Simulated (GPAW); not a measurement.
A run of GPAW 26.7.0 is set up as follows.

run.py

```python
from ase.eos import EquationOfState
from ase.io import Trajectory, read
from ase.units import GPa
from gpaw import GPAW, PW, setup_paths

setup_paths.insert(0, '.')

atoms = read('POSCAR')

traj = Trajectory('eos.traj', 'w')
volumes, energies = [], []
for x in [0.94, 0.96, 0.98, 1.0, 1.02, 1.04, 1.06]:
    a = atoms.copy()
    a.set_cell(atoms.cell * x**(1 / 3), scale_atoms=True)
    calc = GPAW(mode=PW(800),
                xc='LDA',
                kpts={'size': (4, 4, 6), 'gamma': True},
                occupations={'name': 'fermi-dirac', 'width': 0.05},
                nbands=43,
                convergence={'density': 1e-05, 'energy': 1e-05},
                maxiter=150,
                txt=f'eos-{x:.2f}.txt')
    a.calc = calc
    energies.append(a.get_potential_energy(force_consistent=True))
    volumes.append(a.get_volume())
    p = -a.get_stress()[:3].mean() / GPa
    calc.write(f'eos-{x:.2f}.gpw')
    traj.write(a)
    print(f'{x:.2f} {volumes[-1]:10.4f} A^3 {energies[-1]:14.6f} eV {p:9.3f} GPa', flush=True)

v0, e0, B = EquationOfState(volumes, energies, eos='birchmurnaghan').fit()
print(f'V0 = {v0:.4f} A^3, E0 = {e0:.6f} eV, B0 = {B / GPa:.2f} GPa')
```

Contents of POSCAR:

```
TiO2
1.0
    4.5998373239      0.0000000000      0.0000000000
    0.0000000000      4.5998373239      0.0000000000
    0.0000000000      0.0000000000      2.9592135600
Ti O
2 4
Direct
    0.0000000000      0.0000000000      0.5000000000
    0.5000000000      0.5000000000      0.0000000000
    0.3043213200      0.3043213200      0.5000000000
    0.1956786800      0.8043213200      0.0000000000
    0.8043213200      0.1956786800      0.0000000000
    0.6956786800      0.6956786800      0.5000000000
```

Potentials or basis: PAW data sets generated in the run's folder for this functional, pw.

The run is started by

```bash
$ gpaw-setup -f LDA O Ti
$ OMP_NUM_THREADS=1 python run.py
```

Problem. Estimate the equilibrium volume.

Solution. 10.12 Å³/atom.

Problem. Predict the pressure derivative of the bulk modulus.

Solution. 4.3.

Energy against volume, from the lowest point:
| volume (Å³/atom) | energy (meV/atom) |
| --- | --- |
| 9.809 | 7.47 |
| 10.018 | 0.03 |
| 10.227 | 0.00 |
| 10.435 | 6.68 |
| 10.644 | 19.33 |
| 10.853 | 37.34 |
| 11.062 | 60.17 |

Caveat: the k mesh is coarse; the cell was scaled at fixed shape and fractional positions, which overstates the stiffness of a crystal with free parameters, most of all of layers and chains.
